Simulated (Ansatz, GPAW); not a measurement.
This is a calculation of HfO2 for Ansatz 0.2.0. Measurements of this composition are mostly on another form, of space group No. 14.

The input input.yaml:

```yaml
crystal:
  lattice:
    - [0.0, 2.5575, 2.5575]
    - [2.5575, 0.0, 2.5575]
    - [2.5575, 2.5575, 0.0]
  atoms:
    - { symbol: Hf, position: [0.0, 0.0, 0.0] }
    - { symbol: O, position: [0.75, 0.75, 0.75] }
    - { symbol: O, position: [0.25, 0.25, 0.25] }
hamiltonian:
  xc: pbe
  pseudopotentials: { kind: paw }
kpoints:
  mp_grid: { grid: [9, 9, 9] }
scf:
  occupations: { method: fermi_dirac, width: 0.05 }
basis:
  ecutwfc: "800 eV"
output:
  forces: true
  stress: true
  eigenvalues: true
```

Potentials or basis: Ansatz PAW.

Command:

```console
$ ansatz run input.yaml --threads 2 --pin off --max-ram 5120MiB --backend cpu --events-out ev --progress --plain --runs-dir out
```

Task: Set up the same calculation for GPAW 26.7.0. Potentials or basis there: GPAW PAW data sets (gpaw-data 1.2.1), cutoff 800 eV.

Result: As run (cutoffs and basis follow the program's own potentials, and thresholds, step limits or extra output files can differ):

File run.py:

```python
from ase.io import read
from gpaw import PW
from gpaw.dft import DFT

atoms = read('HfO2.xyz')

dft = DFT(atoms,
          mode=PW(800),
          xc='PBE',
          kpts={'size': (9, 9, 9), 'gamma': True},
          occupations={'name': 'fermi-dirac', 'width': 0.05},
          nbands=24,
          convergence={'density': 1e-05, 'energy': 1e-05},
          maxiter=150,
          txt='gpaw.txt')
print(f'Energy: {dft.calculate_energy():.6f} eV')
print('Forces (eV/A):')
print(dft.calculate_forces().round(4))
print('Stress (eV/A^3):', dft.calculate_stress().round(6))
dft.write_gpw_file('gs.gpw')
```

File HfO2.xyz:

```xyz
3
Lattice="0.0000000000 2.5575000000 2.5575000000 2.5575000000 0.0000000000 2.5575000000 2.5575000000 2.5575000000 0.0000000000" Properties=species:S:1:pos:R:3 pbc="T T T"
Hf     0.0000000000      0.0000000000      0.0000000000
O      3.8362500000      3.8362500000      3.8362500000
O      1.2787500000      1.2787500000      1.2787500000
```

Potentials or basis: GPAW PAW data sets (gpaw-data 1.2.1), pw.

Command:

```sh
$ OMP_NUM_THREADS=1 python run.py
```

Both were run:

|  | Ansatz | GPAW |
| --- | --- | --- |
| Pressure | -2.5 GPa | -2.8 GPa |

Ansatz's pressure holds a Pulay term of +0.03 GPa for its cutoff of 800 eV, which the other run lacks.

The potentials hold 38 and 24 valence electrons a cell.

Pressure is positive in compression.
